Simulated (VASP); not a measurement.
CdSe in VASP 6.6.1, single-point calculation

INCAR

```
ISMEAR = -1
LREAL = Auto
ALGO = Conjugate
ISIF = 2
IBRION = -1
EDIFF = 1E-7
LASPH = .TRUE.
ENCUT = 520
NSW = 0
SIGMA = 0.02
NELM = 91
LWAVE = .FALSE.
LCHARG = .FALSE.
PREC = Accurate
METAGGA = RSCAN
NBANDS = 16
```

KPOINTS

```
KPOINTS created by Atomic Simulation Environment
0
Gamma
8 8 8
0 0 0
```

POSCAR

```
Cd Se
 1.0000000000000000
     0.0000000000000000    3.0371031557000001    3.0371031557000001
     3.0371031557000001    0.0000000000000000    3.0371031557000001
     3.0371031557000001    3.0371031557000001    0.0000000000000000
 Cd  Se
   1   1
Cartesian
  0.0000000000000000  0.0000000000000000  0.0000000000000000
  1.5185515778500005  1.5185515778500005  1.5185515778500005
```

The recommended PBE PAW datasets give the neutral cell 18 valence electrons.

Command

```
mpirun -np 1 vasp_std
```

Problem. Predict the outcome of this run.

Solution. It converged. Results: gap between bands v and c on the k mesh 1.06 eV; least direct gap on the k mesh 1.06 eV; pressure 1.8 GPa. Band v is the last that the valence electrons fill when counted band by band, and c is the next.

OSZICAR

```
N       E                     dE             d eps       ncg     rms           ort
DAV:   1     0.490416610424E+02    0.49042E+02   -0.97231E+03   464   0.111E+03
DAV:   2    -0.636119803802E+02   -0.11265E+03   -0.10650E+03   464   0.254E+02
DAV:   3    -0.677734773694E+02   -0.41615E+01   -0.41558E+01   464   0.511E+01
DAV:   4    -0.677899986528E+02   -0.16521E-01   -0.16521E-01   464   0.323E+00
DAV:   5    -0.677901075212E+02   -0.10887E-03   -0.10887E-03   464   0.230E-01
SDA:   6    -0.624356181369E+02    0.53545E+01   -0.10887E-03   464   0.384E+01   0.000E+00
CGA:   7    -0.631519546065E+02   -0.71634E+00   -0.71719E+00   464   0.163E+00   0.271E-01
CGA:   8    -0.632125771222E+02   -0.60623E-01   -0.60387E-01   464   0.253E-01   0.134E-02
CGA:   9    -0.632238342142E+02   -0.11257E-01   -0.11228E-01   464   0.389E-02   0.135E-03
CGA:  10    -0.632252998660E+02   -0.14657E-02   -0.14667E-02   464   0.876E-03  -0.985E-05
CGA:  11    -0.632256029259E+02   -0.30306E-03   -0.30099E-03   464   0.150E-03   0.223E-04
CGA:  12    -0.632256662879E+02   -0.63362E-04   -0.63611E-04   464   0.214E-04  -0.165E-05
CGA:  13    -0.632256751417E+02   -0.88538E-05   -0.86994E-05   464   0.266E-05   0.115E-05
SDA:  14    -0.632256760085E+02   -0.86676E-06   -0.85490E-06   464   0.497E-06   0.792E-06
CGA:  15    -0.632256762506E+02   -0.24217E-06   -0.24287E-06   464   0.125E-06  -0.175E-08
 trl  16    -0.632256762490E+02    0.16375E-08   -0.19780E-07   464   0.124E-06   0.848E-07
SDA:  17    -0.632256762446E+02    0.60161E-08   -0.19780E-07   464   0.381E-07   0.650E-07
   1 F= -.63225676E+02 E0= -.63225676E+02  d E =-.272460E-11
```

For comparison, a separate PBE run of the intended cell, on usual settings and not on those above, gives a gap of 0.62 eV on its mesh and a pressure of 3.4 GPa.
